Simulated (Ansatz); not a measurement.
## Pd: equation of state with SVWN5

Pd:

```xyz
1
Lattice="0.0000 1.9465 1.9465 1.9465 0.0000 1.9465 1.9465 1.9465 0.0000" Properties=species:S:1:pos:R:3 pbc="T T T"
Pd    0.0000    0.0000    0.0000
```

* Program: Ansatz 0.2.0
* Task: equation of state
* Functional: SVWN5
* Potentials or basis: Ansatz PAW
* Cutoff: 420 eV
* Density cutoff: 1680 eV
* k mesh: 12 × 12 × 12
* Occupations: fermi-dirac, width 0.05 eV
* Spin: no spin polarisation

```
Equilibrium volume                      : 14.12 Å³/atom
Bulk modulus                            : 229 GPa
Pressure derivative of the bulk modulus : 5.6
```

Energy against volume, from the lowest point:
```csv
volume (Å³/atom),energy (meV/atom)
13.865,3.44
14.160,0.00
14.455,5.23
14.750,18.01
15.045,37.37
15.340,62.44
15.635,92.47
```

All runs of the series together: 3 s on 2 threads of Intel(R) Xeon(R) Platinum 8488C (Sapphire Rapids), with other jobs on the host.
